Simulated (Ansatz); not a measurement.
# Every step of a relaxation of Fe (simple hexagonal type)

DFT, PBE, PAW with Ansatz's default frozen-core files, scalar-relativistic (Ansatz 0.2.0); a Γ-centred 23×23×21 k mesh, Fermi–Dirac smearing of 0.1 eV, spin-polarised from start moments Fe 2.5 μB. The run relaxes cell and atoms at a target pressure of 700 GPa.

Command: `ansatz run input.yaml --threads 2 --pin off --max-ram 7168MiB --backend cpu --events-out ev --progress --plain --runs-dir out` It took 30 s on 2 threads of Arm Neoverse V2 (shared host), peak memory 0.39 GiB.

PAW: frozen-core files, cutoff 420 eV; forces are relaxed below 0.005 eV/Å.

Each step lists its enthalpy F + pV a cell above the last geometry, the pressure, the cell vectors (Å), and Cartesian positions (Å) with forces (eV/Å).

The first step:

```
step 1  dH = 18.64 meV  P = 703.5 GPa
  cell 1.9025 0.0000 0.0000  -0.9512 1.6476 0.0000  0.0000 0.0000 1.7883
  Fe 0.0000 0.0000 0.0000   0.0000 0.0000 0.0000
```

The start moments died away, and the runs ended non-magnetic.

Task: Where does the relaxation end, and by which steps?

Result: After 5 geometries, with conventional a, b, c = 1.918, 1.918, 1.762 Å, at 5.612 Å³/atom (+0.12 % against the start) in space group P6/mmm, with a shortest distance of 1.762 Å and a cell moment of 0.00 μB. The further steps:
```
step 2  dH = 2.02 meV  P = 697.3 GPa
  cell 1.9136 0.0000 0.0000  -0.9568 1.6572 0.0000  0.0000 0.0000 1.7715
  Fe 0.0000 0.0000 0.0000   0.0000 0.0000 0.0000
step 3  dH = 0.02 meV  P = 704.9 GPa
  cell 1.9166 0.0000 0.0000  -0.9583 1.6598 0.0000  0.0000 0.0000 1.7607
  Fe 0.0000 0.0000 0.0000   0.0000 0.0000 0.0000
step 4  dH = 0.09 meV  P = 698.1 GPa
  cell 1.9183 0.0000 0.0000  -0.9592 1.6613 0.0000  0.0000 0.0000 1.7623
  Fe 0.0000 0.0000 0.0000   0.0000 0.0000 0.0000
step 5  dH = 0.00 meV  P = 700.0 GPa
  cell 1.9176 0.0000 0.0000  -0.9588 1.6607 0.0000  0.0000 0.0000 1.7623
  Fe 0.0000 0.0000 0.0000   0.0000 0.0000 0.0000
step 6  dH = -0.42 meV  P = 700.1 GPa  (same geometry on a basis chosen anew; earlier energies don't compare to the last digit)
  cell 1.9176 0.0000 0.0000  -0.9588 1.6607 0.0000  0.0000 0.0000 1.7623
  Fe 0.0000 0.0000 0.0000   0.0000 0.0000 0.0000
```
